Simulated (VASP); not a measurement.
A run of VASP 6.6.1:

Contents of INCAR:

```
PREC = Accurate
ENCUT = 520
EDIFF = 1E-7
ISMEAR = 0
SIGMA = 0.5
LREAL = False
LASPH = True
NELM = 80
ALGO = Normal
ISIF = 2
LWAVE = False
LCHARG = False
GGA = PS
```

Contents of KPOINTS:

```
regular mesh
0
Gamma
  15 15 8
```

POSCAR

```
Hf
1.0
    3.1578800000      0.0000000000      0.0000000000
   -1.5789400000      2.7348000000      0.0000000000
    0.0000000000      0.0000000000      4.9880300000
Hf
2
Direct
    0.3333300000      0.6666700000      0.2500000000
    0.6666700000      0.3333300000      0.7500000000
```

Potentials or basis: VASP PAW PBE potentials, release 64 (Hf_pv).

The run is started by

```sh
$ cat potpaw_PBE.64/Hf_pv/POTCAR > POTCAR
$ mpirun -np 1 vasp_std > vasp.out
```

Hardware: 1 thread of AMD EPYC 7R13 Processor (Zen 3) (shared host).

Task: Estimate the wall time of this run.

Result: It took 100 s on 1 thread of AMD EPYC 7R13 Processor (Zen 3) (shared host), peak memory 0.26 GiB. Counts: scf iterations 12, k points 320.
